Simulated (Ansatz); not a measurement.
## Phases of W at 97 GPa

Structure types of W are relaxed in primitive cells with their symmetry kept at 97 GPa, first on PAW files, then by LAPW. The enthalpy is E + pV at zero temperature, without zero-point motion. Only the types listed were tried, and differences under about 5 meV/atom are mesh noise.

All numbers are PBE results (scalar-relativistic) from Ansatz 0.2.0, with Fermi–Dirac smearing of 0.08 eV, no spin polarisation. Methods: LAPW: all electrons, basis error target 0.5 meV/atom; PAW: frozen-core files, cutoff 420 eV.

k meshes: fcc 18×18×18, bcc 18×18×18, hcp 17×17×9, simple hexagonal 17×17×16, omega 9×9×12, sc 16×16×16.

Spin–orbit coupling is left out, which matters for the heavy atoms.

Which type is lowest in enthalpy, and by how much?

bcc, 578 meV/atom below fcc. The whole table:

```csv
start type,ends as,"a, b, c (Å)",V (Å³/atom),"H − H(lowest), LAPW (meV/atom)","same, PAW"
fcc,"fcc, Fm-3m","3.748, 3.748, 3.748",13.16,578.0,578.4
bcc,"bcc, Im-3m","2.969, 2.969, 2.969",13.08,0.0,0.0
hcp,"hcp, P6_3/mmc","2.604, 2.604, 4.488",13.18,618.1,618.3
simple hexagonal,"simple hexagonal, P6/mmm","2.571, 2.571, 2.378",13.61,1658.6,1661.1
omega,"omega, P6/mmm","4.327, 4.327, 2.445",13.22,680.0,680.6
sc,"sc, Pm-3m","2.418, 2.418, 2.418",14.13,2305.8,2308.8
```

Split the lead of bcc over fcc into energy and pV.

For fcc less bcc: ΔE = +530.9 meV/atom, and p·ΔV = 97 GPa × +0.0778 Å³ × 6.242 meV/(GPa·Å³) = +47.1 meV/atom, together 578.0 meV/atom. bcc wins on both counts.
